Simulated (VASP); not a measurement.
## CuI: from C11, C12, C44 to the moduli of a polycrystal

The cell as given, ahead of any relaxation:

Symmetry: F-43m, No. 216, cubic system. Conventional cell: a = 6.063 Å, b = 6.063 Å, c = 6.063 Å, α = 90.00°, β = 90.00°, γ = 90.00°. I (site symmetry -43m) has 4 Cu at 2.63 Å as nearest neighbours. Cu (site symmetry -43m) is surrounded by 4 I at 2.63 Å.

Constants in GPa on the cubic axes, for the cell relaxed at the run's level, with the atoms relaxed in the strained cells where symmetry lets them move; no spin polarisation, no spin-orbit coupling. Meshes are those of the run's cell of 2 atoms. Occupations: gaussian 0.05 eV (run 1). Space group F-43m.

| run | level | program and potentials | k mesh | cell | C11 | C12 | C44 |
| --- | --- | --- | --- | --- | --- | --- | --- |
| 1 | r2SCAN | VASP, PBE PAW files Cu, I, 600 eV (made for PBE) | 6 × 6 × 6 | relaxed, 27.30 Å³ an atom | 55.5 | 37.7 | 23.3 |

Problem. Work out the bulk, shear and Young's moduli of a random polycrystal, Poisson's ratio and the anisotropy, and test the cell's stability.

Solution. From the values as printed: B = (C11 + 2 C12)/3 = 43.6 GPa. Voigt: G_V = (C11 - C12 + 3 C44)/5 = 17.5; Reuss: G_R = 5 C44 (C11 - C12)/[4 C44 + 3 (C11 - C12)] = 14.1; Hill's mean, from the unrounded bounds, G = 15.8 GPa. Young's modulus E = 9BG/(3B + G) = 42.3 GPa, Poisson's ratio ν = (3B - 2G)/[2(3B + G)] = 0.338. Zener's ratio 2 C44/(C11 - C12) = 2.62, so the crystal is stiffest along ⟨111⟩ and softest along ⟨100⟩. C11 > |C12|, C11 + 2 C12 > 0 and C44 > 0 hold, so the cell is stable against small uniform strains, which says nothing of soft phonons.
